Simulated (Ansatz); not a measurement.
## CoO in Ansatz: the effect of functional

The system is CoO.

```
CELL_PARAMETERS angstrom
1.51544 0.87494 2.45609
-1.51544 0.87494 2.45609
0.00000 -1.74988 2.45609
ATOMIC_POSITIONS crystal
Co 0.00000 0.00000 0.00000
O 0.50000 0.50000 0.50000
```

The cell is a database's computed one.

The cell isn't the ideal one: volume scaled by 1.02.

Alike in all runs:

```yaml
Program: Ansatz 0.2.0
Task: single point
Potentials_or_basis: Ansatz PAW
k_mesh: 11 × 11 × 11
Occupations: fermi-dirac, width 0.05 eV
Spin: collinear spin, ferromagnetic start
Starting_moments: "[2.0, 0.0] μB"
```

| functional | cutoff | gap on the mesh (eV) | pressure (GPa) | moment (μB) |
| --- | --- | --- | --- | --- |
| LDA | 420 eV (not typed: the program's choice for these potentials) | none | -20.3 | 2.91 |
| PBEsol | 420 eV (not typed: the program's choice for these potentials) | none | -12.1 | 2.97 |
| r2SCAN | 500 eV (not typed: the program's choice for these potentials) | ? | ? | ? |

Task: What does the run with functional r2SCAN give?

Result: gap on the mesh 0.52 eV; pressure -3.4 GPa; moment 3.00 μB.

Caveats: a cell with one magnetic atom can't hold antiferromagnetic order, which such compounds often take; the PAW data sets come from PBE, with cores solved anew for the run's functional, which leaves a small shift of forces and pressure; semilocal functionals often make such compounds metallic where correlation or magnetic order opens a gap, which also shifts bond lengths (some runs); the magnetic or orbital state may not be the lowest (some runs); odd divisions of the mesh miss points on the zone boundary, where band edges often lie, so the gap on the mesh can be too wide (some runs).

A k mesh can miss the band edges.

A gap of «none» marks a metal or a gap under the smearing width.

Runs at the PBE level aren't shown here.
